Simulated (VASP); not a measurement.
# SnO2 (Cassiterite) (P4_2/mnm) in VASP: a series of runs

Runs on SnO2 (Cassiterite). Level: PBE. Tasks: dielectric tensor.

Everything below comes from runs of VASP 6.6.1. Logs are shortened: lines on timing, memory, paths and dates and some standing lists are left out, and cuts for length are marked.

## 1. The crystal as given

It takes space group P4_2/mnm (No. 136, tetragonal). Conventional cell: a = 4.738 Å, b = 4.738 Å, c = 3.187 Å, α = 90.00°, β = 90.00°, γ = 90.00°. Sn (site symmetry mmm) has 6 O at 2.05 to 2.06 Å as nearest neighbours. O (site symmetry m2m) has 3 Sn at 2.05 to 2.06 Å as nearest neighbours.

## 2. Dielectric tensor, PBE

Input file INCAR:

```
SYSTEM = SnO2
ALGO = Normal
EDIFF = 1E-8
ENCUT = 400
GGA = PE
ISIF = 2
ISMEAR = 0
LASPH = .TRUE.
LCHARG = .FALSE.
LEPSILON = .TRUE.
LREAL = .FALSE.
LWAVE = .FALSE.
NELM = 100
PREC = Accurate
SIGMA = 0.01
```

Input file KPOINTS:

```
k-points
0
G
  5 5 7
  0 0 0
```

Input file POSCAR:

```
SnO2
1.0
    4.7380000000      0.0000000000      0.0000000000
    0.0000000000      4.7380000000      0.0000000000
    0.0000000000      0.0000000000      3.1865000000
Sn O
2 4
Direct
    0.5000000000      0.5000000000      0.5000000000
    0.0000000000      0.0000000000      0.0000000000
    0.8071000000      0.1929000000      0.5000000000
    0.6929000000      0.6929000000      0.0000000000
    0.1929000000      0.8071000000      0.5000000000
    0.3071000000      0.3071000000      0.0000000000
```

Potentials or basis: VASP PAW PBE potentials, release 64 (Sn_d, O).

On the command line:

```console
> cat potpaw_PBE.64/Sn_d/POTCAR potpaw_PBE.64/O/POTCAR > POTCAR
> mpirun -np 1 vasp_std > vasp.out
```

OUTCAR:

```text
SYSTEM = SnO2
   EDIFF = 1E-8
   ENCUT = 400
   GGA = PE
   ISIF = 2
   ISMEAR = 0
   LASPH = .TRUE.
   LEPSILON = .TRUE.
   LREAL = .FALSE.
   NELM = 100
   PREC = Accurate

 Found     24 irreducible k-points:

 Following reciprocal coordinates:
            Coordinates               Weight
  0.000000  0.000000  0.000000      1.000000
  0.200000  0.000000  0.000000      4.000000
  0.400000  0.000000  0.000000      4.000000
  0.200000  0.200000  0.000000      4.000000
  0.400000  0.200000  0.000000      8.000000
  0.400000  0.400000  0.000000      4.000000
   k-points           NKPTS =     24   k-points in BZ     NKDIM =     24   number of bands    NBANDS=     31
   number of dos      NEDOS =    301   number of ions     NIONS =      6
   total plane-waves  NPLWV =  24576
   dimension x,y,z NGX =    32 NGY =   32 NGZ =   24
   dimension x,y,z NGXF=    64 NGYF=   64 NGZF=   48
   ions per type =               2   4
   NGX,Y,Z   is equivalent  to a cutoff of  11.23, 11.23, 12.52 a.u.
   NGXF,Y,Z  is equivalent  to a cutoff of  22.46, 22.46, 25.04 a.u.
 SYSTEM =  SnO2
   PREC   = accura    normal or accurate (medium, high low for compatibility)
   ISTART =      0    job   : 0-new  1-cont  2-samecut
   ICHARG =      2    charge: 1-file 2-atom 10-const
   ISPIN  =      1    spin polarized calculation?
   LNONCOLLINEAR =      F non collinear calculations
   LSORBIT =      F    spin-orbit coupling
   LASPH  =      T    aspherical Exc in radial PAW
   ENCUT  =  400.0 eV  29.40 Ry    5.42 a.u.   7.73  7.73  5.20*2*pi/ulx,y,z
   NELM   =    100;   NELMIN=  2; NELMDL= -5     # of ELM steps
   EDIFF  = 0.1E-07   stopping-criterion for ELM
   LREAL  =      F    real-space projection
   EDIFFG = 0.1E-06   stopping-criterion for IOM
   NSW    =      0    number of steps for IOM
   IBRION =     -1    ionic relax: 0-MD 1-quasi-New 2-CG
   NFREE  =      0    steps in history (QN), initial steepest desc. (CG)
   ISIF   =      2    stress and relaxation
   ISYM   =      2    0-nonsym 1-usesym 2-fastsym
   POTIM  = 0.5000    time-step for ionic-motion
   TEBEG  =    0.0;   TEEND  =   0.0 temperature during run
   PSTRESS=    0.0 pullay stress
   NELECT =      52.0000    total number of electrons
   NUPDOWN=      -1.0000    fix difference up-down
   EMIN   =  10.00;   EMAX   =-10.00  energy-range for DOS
   EFERMI =   0.00;   METHOD = LEGACY
   ISMEAR =     0;   SIGMA  =   0.01  broadening in eV -4-tet -1-fermi 0-gaus
   EFERMI_NEDOS =   21; number of points for ismear=-14 and -15
   IALGO  =     38    algorithm
   IMIX   =      4    mixing-type and parameters
     AMIX     =   0.40;   BMIX     =  1.00
     AMIX_MAG =   1.60;   BMIX_MAG =  1.00
  volume/ion in A,a.u.               =      11.92        80.45
  Fermi-wavevector in a.u.,A,eV,Ry     =   1.472000  2.781677 29.480903  2.166785
  Thomas-Fermi vector in A             =   2.587068
   LORBIT       =      0    0 simple, 1 ext, 2 COOP (PROOUT), +10 PAW based schemes
   GGA     = PE    functional components
   LHFCALC =     F    Hartree Fock is set to
   AEXX    =    0.0000 exact exchange contribution
   IVDW    =     0    specifies the selected vdW correction
   LEPSILON=     T    determine dielectric tensor
   LRPA    =     F    only Hartree local field effects (RPA)
 non-spin polarized calculation
 Gauss-broadening in eV      SIGMA  =   0.01
  energy-cutoff  :      400.00
  volume of cell :       71.53
 maximum number of plane-waves:      1312
 NGX is ok and might be reduce to    32
   NGX = 15   NGY = 15   NGZ = 11

--------------------------------------- Ionic step        1  -------------------------------------------

 number of electron      51.9999983 magnetization

 E-fermi :   6.2757     XC(G=0): -11.2569

 val. band max:        6.1386450118   @ k =   0.0000   0.0000   0.0000
 cond. band min:       7.4084056615   @ k =   0.0000   0.0000   0.0000
 fundamental gap:      1.2697606497
 Fermi energy:         6.2757184767

 k-point     1 :       0.0000    0.0000    0.0000
  band No.  band energies     occupation
      1     -14.9661      2.00000
      2     -14.1880      2.00000
      3     -13.9043      2.00000
      4     -13.8823      2.00000
      5     -13.8823      2.00000
      6     -13.8023      2.00000
[... 23 lines left out ...]
     30      12.4930      0.00000
     31      16.6294      0.00000

 k-point     2 :       0.2000    0.0000    0.0000
  band No.  band energies     occupation
      1     -14.9051      2.00000
      2     -14.2580      2.00000
      3     -13.9044      2.00000
      4     -13.8799      2.00000
      5     -13.8797      2.00000
      6     -13.8540      2.00000
[... 23 lines left out ...]
     30      12.8174      0.00000
     31      16.9576      0.00000

 k-point     3 :       0.4000    0.0000    0.0000
  band No.  band energies     occupation
      1     -14.7292      2.00000
      2     -14.4779      2.00000
      3     -13.9042      2.00000
      4     -13.8971      2.00000
      5     -13.8755      2.00000
      6     -13.8754      2.00000
[... 23 lines left out ...]
     30      13.2123      0.00000
     31      17.1313      0.00000

 k-point     4 :       0.2000    0.2000    0.0000
  band No.  band energies     occupation
      1     -14.8633      2.00000
      2     -14.3397      2.00000
      3     -13.9042      2.00000
      4     -13.8832      2.00000
      5     -13.8752      2.00000
      6     -13.8703      2.00000
[... 23 lines left out ...]
     30      13.0137      0.00000
     31      16.8723      0.00000

 k-point     5 :       0.4000    0.2000    0.0000
  band No.  band energies     occupation
      1     -14.7369      2.00000
      2     -14.5388      2.00000
      3     -13.8979      2.00000
      4     -13.8867      2.00000
      5     -13.8809      2.00000
      6     -13.8759      2.00000
[... 23 lines left out ...]
     30      13.3701      0.00000
     31      16.9364      0.00000

 k-point     6 :       0.4000    0.4000    0.0000
  band No.  band energies     occupation
      1     -14.7253      2.00000
      2     -14.6524      2.00000
      3     -13.8846      2.00000
      4     -13.8841      2.00000
      5     -13.8817      2.00000
      6     -13.8789      2.00000
[... 23 lines left out ...]
     30      13.6102      0.00000
     31      16.9927      0.00000

 [... further k-points ...]

  FORCE on cell =-STRESS in cart. coord.  units (eV):
  Direction    XX          YY          ZZ          XY          YZ          ZX
  --------------------------------------------------------------------------------------
  -------------------------------------------------------------------------------------
  Total        2.2792398      2.2792398      3.8772112     -0.0000000      0.0000000      0.0000000
  in kB       51.0500961     51.0500961     86.8412382     -0.0000000      0.0000000      0.0000000
  external PRESSURE =      62.9804768 kB  Pullay stress =       0.0000000 kB

 VOLUME and BASIS-vectors are now :
 -----------------------------------------------------------------------------
  energy-cutoff  :      400.00
  volume of cell :       71.53
      direct lattice vectors                 reciprocal lattice vectors
     4.738000000  0.000000000  0.000000000     0.211059519  0.000000000  0.000000000
     0.000000000  4.738000000  0.000000000     0.000000000  0.211059519  0.000000000
     0.000000000  0.000000000  3.186500000     0.000000000  0.000000000  0.313823945

 POSITION                                       TOTAL-FORCE (eV/Angst)
 -----------------------------------------------------------------------------------
      2.36900      2.36900      1.59325        -0.000000      0.000000      0.000000
      0.00000      0.00000      0.00000        -0.000000      0.000000      0.000000
      3.82404      0.91396      1.59325        -0.217974      0.217974      0.000000
      3.28296      3.28296      0.00000         0.217974      0.217974      0.000000
      0.91396      3.82404      1.59325         0.217974     -0.217974      0.000000
      1.45504      1.45504      0.00000        -0.217974     -0.217974      0.000000
 -----------------------------------------------------------------------------------
    total drift:                                0.000000     -0.000000     -0.000000

  FREE ENERGIE OF THE ION-ELECTRON SYSTEM (eV)
  ---------------------------------------------------
  free  energy   TOTEN  =       -37.2395147109 eV

  energy  without entropy=      -37.2395147109  energy(sigma->0) =      -37.23951471

 HEAD OF MICROSCOPIC STATIC DIELECTRIC TENSOR (INDEPENDENT PARTICLE, excluding Hartree and local field effects)
 ------------------------------------------------------
           4.364600     0.000000     0.000000
          -0.000000     4.364600     0.000000
           0.000000     0.000000     4.647446
 ------------------------------------------------------

 Free energy of the ion-electron system (eV)
  ---------------------------------------------------
  ---------------------------------------------------
  free energy    TOTEN  =        -0.69363485 eV

  energy without entropy =       -0.69363485

------------------------ aborting loop because EDIFF is reached ----------------------------------------

--------------------------------------- Ionic step        2  -------------------------------------------

------------------------ aborting loop because EDIFF is reached ----------------------------------------

--------------------------------------- Ionic step        3  -------------------------------------------

 Free energy of the ion-electron system (eV)
  ---------------------------------------------------
  ---------------------------------------------------
  free energy    TOTEN  =        -0.75224497 eV

  energy without entropy =       -0.75224497

------------------------ aborting loop because EDIFF is reached ----------------------------------------

 PIEZOELECTRIC TENSOR FIELD DIRECTION 3  (e Angst)
 -----------------------------------------------------------------------------
     0.00138  0.00000  0.00000           ( -0.00001  0.00000  0.00000)
    -0.00000  0.00138  0.00000           (  0.00000 -0.00001  0.00000)
     0.00000  0.00000 -0.00455           (  0.00000  0.00000 -0.00016)

 PIEZOELECTRIC TENSOR FIELD DIRECTION 3  (C/m^2)
 -----------------------------------------------------------------------------
     0.00031  0.00000  0.00000
    -0.00000  0.00031  0.00000
     0.00000  0.00000 -0.00102

 MACROSCOPIC STATIC DIELECTRIC TENSOR (including local field effects in DFT)
 ------------------------------------------------------
           4.290890     0.000000     0.000000
           0.000000     4.290890     0.000000
           0.000000     0.000000     4.563752
 ------------------------------------------------------

 PIEZOELECTRIC TENSOR (including local field effects)  for field in x, y, z        (e  Angst)
          XX          YY          ZZ          XY          YZ          ZX
  --------------------------------------------------------------------------------
  x     0.00000     0.00000     0.00000     0.00000     0.00000     0.00000
  y     0.00000     0.00000     0.00000     0.00000     0.00000     0.00000
  z     0.00000     0.00000     0.00000     0.00000     0.00000     0.00000

 PIEZOELECTRIC TENSOR (including local field effects)  for field in x, y, z        (C/m^2)
          XX          YY          ZZ          XY          YZ          ZX
  --------------------------------------------------------------------------------
  x     0.00000     0.00000     0.00000     0.00000     0.00000     0.00000
  y     0.00000     0.00000     0.00000     0.00000     0.00000     0.00000
  z     0.00000     0.00000     0.00000     0.00000     0.00000     0.00000

 BORN EFFECTIVE CHARGES (including local field effects) (in |e|, cummulative output)
 ---------------------------------------------------------------------------------
 ion    1
    1     4.07633    -0.44435     0.00000
    2    -0.44435     4.07633     0.00000
    3     0.00000     0.00000     4.46264
 ion    2
    1     4.07633     0.44435     0.00000
    2     0.44435     4.07633     0.00000
    3     0.00000     0.00000     4.46264
 ion    3
    1    -2.03816     0.69524     0.00000
    2     0.69524    -2.03816     0.00000
    3     0.00000     0.00000    -2.23132
 ion    4
    1    -2.03816    -0.69524     0.00000
    2    -0.69524    -2.03816     0.00000
    3     0.00000     0.00000    -2.23132
 ion    5
    1    -2.03816     0.69524     0.00000
    2     0.69524    -2.03816     0.00000
    3     0.00000     0.00000    -2.23132
 ion    6
    1    -2.03816    -0.69524     0.00000
    2    -0.69524    -2.03816     0.00000
    3     0.00000     0.00000    -2.23132
```

Run time: 3.3 min. Hardware: 1 thread of Intel Xeon Platinum 8488C (Sapphire Rapids), shared host; peak memory 0.28 GiB.

The run converged, but some of its settings lie outside the range that counts as converged, so its numbers aren't taken as properties of the crystal.

What came out:

```yaml
Band_gap_on_the_k_mesh: 1.27 eV, direct
Electronic_dielectric_tensor_diagonal: 4.29, 4.29, 4.56
Born_charges_mean_of_the_diagonal: Sn +4.21; O -2.10 e
```

Caveat: the cutoff is under 1.25 times the usual one of these potentials, so pressure, stress and relaxed cells hold a basis-set (Pulay) error; spin-orbit coupling is left out, which moves the levels of the heavy elements.

(Continued in part 2 of 3.)
